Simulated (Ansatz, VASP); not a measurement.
One calculation of TePb (so), two programs

```
Te Pb
1.0
     0.00000    3.28145    3.28145
     3.28145    0.00000    3.28145
     3.28145    3.28145    0.00000
Te Pb
1 1
Cartesian
  3.2815 3.2815 3.2815
  0.0000 0.0000 0.0000
```

Alike in both runs: functional PBE; k mesh 10 × 10 × 10; occupations gaussian, width 0.02 eV; non-collinear spin, spin-orbit coupling.

Ansatz relaxed the structure, and its values are those at the end. VASP's run is a single point on that final structure, the one shown.

```csv
,VASP,Ansatz
version,VASP 6.6.1,Ansatz 0.2.0
potentials or method,"VASP PAW PBE potentials, release 64 (Te, Pb_d)","plane waves, PAW"
plane-wave cutoff (eV),520,420
valence electrons in the cell,20,30
```

```csv
,VASP,Ansatz,Ansatz less VASP
least direct gap on the mesh (eV),0.13,0.00,-0.122
pressure (GPa),0.0,0.0,-0.05
net moment per atom (μB),0.00,0.00,0.000
```

The two sets of potentials don't hold the same shells in valence.
